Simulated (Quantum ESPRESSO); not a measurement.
This Quantum ESPRESSO 7.5 run on KBr needs a look.

File pw.in:

```
&CONTROL
  calculation = 'scf'
  prefix = 'pwscf'
  outdir = './tmp'
  pseudo_dir = './pseudo'
  tprnfor = .true.
  tstress = .true.
  disk_io = 'low'
/
&SYSTEM
  ibrav = 0
  nat = 2
  ntyp = 2
  ecutwfc = 9
  ecutrho = 37
  nbnd = 14
  input_dft = 'pbesol'
  occupations = 'smearing'
  smearing = 'fd'
  degauss = 0.00367493
/
&ELECTRONS
  conv_thr = 4d-10
  electron_maxstep = 80
  mixing_beta = 0.5
/
ATOMIC_SPECIES
Br    79.9040 Br.upf
K     39.0983 K.upf
CELL_PARAMETERS angstrom
   0.0000000000    3.3000000000    3.3000000000
   3.3000000000    0.0000000000    3.3000000000
   3.3000000000    3.3000000000    0.0000000000
ATOMIC_POSITIONS crystal
Br     0.5000000000    0.5000000000    0.5000000000
K      0.0000000000    0.0000000000    0.0000000000
K_POINTS automatic
2 2 2 1 1 1
```

Potentials or basis: Ansatz NC SR PBE.

Run with:

```bash
$ OMP_NUM_THREADS=1 pw.x -in pw.in > pw.out
```

pw.out:

```text
[... set-up lines left out ...]
     Self-consistent Calculation

     iteration #  1     ecut=     9.00 Ry     beta= 0.50
     Davidson diagonalization with overlap
     ethr =  1.00E-02,  avg # of iterations =  6.0

     total energy              =     -93.51081615 Ry
     estimated scf accuracy    <       0.49585794 Ry

     iteration #  2     ecut=     9.00 Ry     beta= 0.50
     Davidson diagonalization with overlap
     ethr =  3.10E-03,  avg # of iterations =  2.0

     total energy              =     -93.55505436 Ry
     estimated scf accuracy    <       0.04105059 Ry

     iteration #  3     ecut=     9.00 Ry     beta= 0.50
     Davidson diagonalization with overlap
     ethr =  2.57E-04,  avg # of iterations =  3.0
[... 36 lines left out ...]
     total energy              =     -93.56074249 Ry
     estimated scf accuracy    <       0.00000006 Ry

     iteration #  9     ecut=     9.00 Ry     beta= 0.50
     Davidson diagonalization with overlap
     ethr =  3.62E-10,  avg # of iterations =  2.0

     total energy              =     -93.56074078 Ry
     estimated scf accuracy    <          4.4E-10 Ry

     iteration # 10     ecut=     9.00 Ry     beta= 0.50
     Davidson diagonalization with overlap
     ethr =  2.77E-12,  avg # of iterations =  2.0

     End of self-consistent calculation

[... 10 lines left out ...]
     the Fermi energy is     2.6511 ev

!    total energy              =     -93.56073905 Ry
     estimated scf accuracy    <          5.6E-11 Ry
     smearing contrib. (-TS)   =       0.00000000 Ry
     internal energy E=F+TS    =     -93.56073905 Ry

     The total energy is F=E-TS. E is the sum of the following terms:
     one-electron contribution =     -24.82003556 Ry
     hartree contribution      =      16.51229163 Ry
     xc contribution           =     -26.45511994 Ry
     ewald contribution        =     -58.79787517 Ry

     convergence has been achieved in  10 iterations

     Forces acting on atoms (cartesian axes, Ry/au):

     atom    1 type  1   force =    -0.00000000    0.00000000    0.00000000
     atom    2 type  2   force =     0.00000000    0.00000000    0.00000000

     Total force =     0.000000     Total SCF correction =     0.000000

     Computing stress (Cartesian axis) and pressure

          total   stress  (Ry/bohr**3)                   (kbar)     P=     -771.39
  -0.00524383  -0.00000000   0.00000000         -771.39       -0.00        0.00
  -0.00000000  -0.00524383  -0.00000000           -0.00     -771.39       -0.00
   0.00000000   0.00000000  -0.00524383            0.00        0.00     -771.39

=------------------------------------------------------------------------------=
   JOB DONE.
=------------------------------------------------------------------------------=
```

Q: Diagnose the run.

A: The calculation finished and met its thresholds. The input holds a flaw that was put in on purpose: cutoff far too low (ecut_scale = 0.15). The program doesn't stop on it, so the numbers can't be trusted though the run ends normally.
